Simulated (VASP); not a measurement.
# Si (Fd-3m) in VASP: a series of runs, part 2 of 2

VASP 6.6.1. The steps go on from the part before.

### Step 3. Relaxation of cell and atoms, PBE+D3(BJ), target pressure 7.75 GPa, at which the enthalpy is minimised

File INCAR:

```
SYSTEM = Si
PREC     = Accurate       ! precision mode
ENCUT    = 600            ! plane-wave cutoff, eV
EDIFF    = 1E-7           ! SCF threshold, eV
ISMEAR   = 0              ! smearing method
SIGMA    = 0.02           ! smearing width, eV
LREAL    = .FALSE.        ! projectors in reciprocal space
LASPH    = .TRUE.         ! aspherical terms in the spheres
NELM     = 100            ! most SCF steps
ALGO     = Normal         ! electronic algorithm
ISIF     = 3              ! what is computed and relaxed
LWAVE    = .FALSE.        ! write WAVECAR
LCHARG   = .FALSE.        ! write CHGCAR
GGA      = PE             ! functional
IVDW     = 12             ! dispersion correction
IBRION   = 2              ! ionic algorithm
NSW      = 100            ! ionic steps
EDIFFG   = -0.002         ! ionic threshold
PSTRESS  = 77.5
```

File KPOINTS:

```
Automatic mesh
0
G
  12 12 12
  0 0 0
```

File POSCAR:

```
Si
1.0
    0.0000000000      2.6469578613      2.6469578613
    2.6469578613      0.0000000000      2.6469578613
    2.6469578613      2.6469578613      0.0000000000
Si
2
Direct
    0.7500000000      0.7500000000      0.7500000000
    0.5000000000      0.5000000000      0.5000000000
```

Potentials or basis: VASP PAW PBE potentials, release 64 (Si).

Started as:

```bash
$ cat potpaw_PBE.64/Si/POTCAR > POTCAR
$ mpirun -np 1 vasp_std > vasp.out
```

OUTCAR:

```text
SYSTEM = Si
   PREC = Accurate
   ENCUT = 600
   EDIFF = 1E-7
   ISMEAR = 0
   LREAL = .FALSE.
   LASPH = .TRUE.
   NELM = 100
   ISIF = 3
   GGA = PE
   IVDW = 12
   IBRION = 2
   NSW = 100
   EDIFFG = -0.002
   PSTRESS = 77.5
 IVDW          = 12

 ion  position               nearest neighbor table
   1  0.750  0.750  0.750-   2 2.29   2 2.29   2 2.29   2 2.29
   2  0.500  0.500  0.500-   1 2.29   1 2.29   1 2.29   1 2.29

  LATTYP: Found a face centered cubic cell.
 ALAT       =     5.2939157226

  Lattice vectors:

 A1 = (   0.0000000000,   2.6469578613,   2.6469578613)
 A2 = (   2.6469578613,   0.0000000000,   2.6469578613)
 A3 = (   2.6469578613,   2.6469578613,   0.0000000000)

Analysis of symmetry for initial positions (statically):
=====================================================================
 Subroutine PRICEL returns:
 Original cell was already a primitive cell.

 Routine SETGRP: Setting up the symmetry group for a
 face centered cubic supercell.

 Subroutine GETGRP returns: Found 48 space group operations
 (whereof 24 operations were pure point group operations)
 out of a pool of 48 trial point group operations.

The static configuration has the point symmetry T_d .
 The point group associated with its full space group is O_h .

Analysis of symmetry for dynamics (positions and initial velocities):
=====================================================================
 Subroutine PRICEL returns:
[... 151 lines left out ...]

 number of electron       8.0000000 magnetization

 Free energy of the ion-electron system (eV)
  ---------------------------------------------------
  ext. energy  EPLUGINS =         0.00000000
  ---------------------------------------------------
  free energy    TOTEN  =       -10.73382723 eV

  energy without entropy =      -10.73382723  energy(sigma->0) =      -10.73382723

------------------------ aborting loop because EDIFF is reached ----------------------------------------

 Edisp (eV)   -0.67903

 E8    (eV) :    -0.2819
[... 75 lines left out ...]
--------------------------------------- Ionic step        3  -------------------------------------------

 number of electron       8.0000000 magnetization

 Free energy of the ion-electron system (eV)
  ---------------------------------------------------
  ext. energy  EPLUGINS =         0.00000000
  ---------------------------------------------------
  free energy    TOTEN  =       -10.73155603 eV

  energy without entropy =      -10.73155603  energy(sigma->0) =      -10.73155603

 E-fermi :   6.7265     XC(G=0):  -9.7154

 val. band max:        6.6377659139   @ k =   0.0000   0.0000   0.0000
 cond. band min:       7.0604923293   @ k =   0.4167   0.4167   0.0000
 fundamental gap:      0.4227264155
 Fermi energy:         6.7264940847

 k-point     1 :       0.0000    0.0000    0.0000
  band No.  band energies     occupation
      1      -5.8709      2.00000
      2       6.6378      2.00000
      3       6.6378      2.00000
      4       6.6378      2.00000
      5       9.2312      0.00000
      6       9.2312      0.00000
      7       9.2312      0.00000
      8      10.9289      0.00000
[... 243 lines left out ...]
 k-point    24 :      -0.4167    0.1667    0.0000
  band No.  band energies     occupation
      1      -3.0483      2.00000
      2      -0.4547      2.00000
      3       3.4685      2.00000
      4       4.9384      2.00000
      5       8.8454      0.00000
      6      10.8975      0.00000
      7      11.0726      0.00000
      8      14.9207      0.00000

 [... further k-points ...]

------------------------ aborting loop because EDIFF is reached ----------------------------------------

 Edisp (eV)   -0.67967

 E8    (eV) :    -0.2822
[... 29 lines left out ...]
  energy  without entropy=      -11.4112286190  energy(sigma->0) =      -11.41122862

  enthalpy is  TOTEN    =        -9.6187074416 eV   P V=        1.7925211774

 reached required accuracy - stopping structural energy minimisation
```

OSZICAR:

```text
N       E                     dE             d eps       ncg     rms          rms(c)
DAV:   1     0.114756311910E+02    0.11476E+02   -0.36946E+03  1152   0.909E+02
DAV:   2    -0.106732374860E+02   -0.22149E+02   -0.21611E+02  1728   0.929E+01
DAV:   3    -0.109612609425E+02   -0.28802E+00   -0.28802E+00  1432   0.136E+01
[... 17 lines left out ...]
       N       E                     dE             d eps       ncg     rms          rms(c)
DAV:   1    -0.107315610328E+02   -0.21138E-02   -0.14626E-04  1352   0.709E-02    0.118E-02
DAV:   2    -0.107315581005E+02    0.29322E-05   -0.22539E-06  1552   0.108E-02    0.733E-03
DAV:   3    -0.107315560787E+02    0.20219E-05   -0.27866E-06  1336   0.865E-03    0.244E-03
DAV:   4    -0.107315560339E+02    0.44767E-07   -0.28292E-08   816   0.161E-03
   3 F= -.96187074E+01 E0= -.96187074E+01  d E =-.115645E-04
```

Run time: 22 s. Hardware: 1 thread of Intel Xeon 6975P-C (Granite Rapids), shared host; peak memory 0.17 GiB.

Results:

* Free energy: -11.4112 eV
* Relaxed volume: 18.53 Å³/atom
* Relaxed cell: a = 3.742 Å, b = 3.742 Å, c = 3.742 Å, α = 60.00°, β = 60.00°, γ = 60.00°
* Space group after relaxing (to 0.05 Å): Fd-3m (No. 227)
* Energy change on relaxing (the enthalpy is what falls): +0.8 meV/atom
* Ionic steps: 3
* Pressure after relaxing: 7.8 GPa
* Band gap on the k mesh: 0.42 eV, indirect (least direct gap 2.59 eV)
* Dispersion energy per atom: -0.340 eV

Step by step:
| step | energy change (eV) | largest force (eV/Å) | pressure (GPa) | volume (Å³) |
| --- | --- | --- | --- | --- |
| 1 | 0.0000 | 0.0000 | 7.65 | 37.09 |
| 2 | 0.0032 | 0.0000 | 7.87 | 37.03 |
| 3 | 0.0016 | 0.0000 | 7.76 | 37.06 |

Final structure:
```
Si
1.0
     0.00000    2.64615    2.64615
     2.64615    0.00000    2.64615
     2.64615    2.64615    0.00000
Si
2
Direct
  0.75000 0.75000 0.75000
  0.50000 0.50000 0.50000
```

Caveat: the cell is relaxed towards a set pressure, so the enthalpy falls and the energy may rise.
